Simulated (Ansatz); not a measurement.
# What moves the field gradients of Cu₂O?

Cell of run 1: an entry of the Crystallography Open Database (COD) (the entry's cell lengths or inner coordinates differ somewhat from later room-temperature determinations), taken as it stands.

Space group Pn-3m:1 (No. 224); a = 4.2600 Å.

| site | Wyckoff | site symmetry | x | y | z |
| --- | --- | --- | --- | --- | --- |
| Cu | 4b | .-3m | 0.2500 | 0.2500 | 0.2500 |
| O | 2a | -43m | 0.0000 | 0.0000 | 0.0000 |

One atom of each set is listed.

Relaxed positions (PBE, cell held):

Cu (0.2500, 0.2500, 0.2500)
O (0.0000, 0.0000, 0.0000)

All runs are DFT with Ansatz 0.2.0 (plane waves and PAW, scalar-relativistic unless spin–orbit coupling is named, Γ-centred meshes, Fermi–Dirac smearing where given) in this cell.

Run 1: PBE, atoms as given; 420 eV, 7×7×7 k-points, smearing 0.02 eV.
Run 2: r2SCAN, at the relaxed atoms; 500 eV, 7×7×7 k-points, smearing 0.02 eV.
Run 3: LDA, at the relaxed atoms; 420 eV, 7×7×7 k-points, smearing 0.02 eV.

```tsv
run	Cu V_zz (η)
1	-5.30 (0.00)
```

The results of the other runs, out of order. V_zz in 10²¹ V/m²; 1 of the 2 sets of like atoms are followed.

```json
{"result": "A", "Cu V_zz (η)": "-7.84 (0.00)"}
{"result": "B", "Cu V_zz (η)": "-4.98 (0.00)"}
```

(1) Which result belongs to which run?

## Answers

(1) A is run 2, B is run 3.

Semilocal functionals underestimate gradients at Cu(I) with two or three neighbours, in Cu₂O by a fifth to nearly a half. The cell isn't the equilibrium one in run 3 (calculated pressure -8 GPa), and the entry's cell may itself be off.
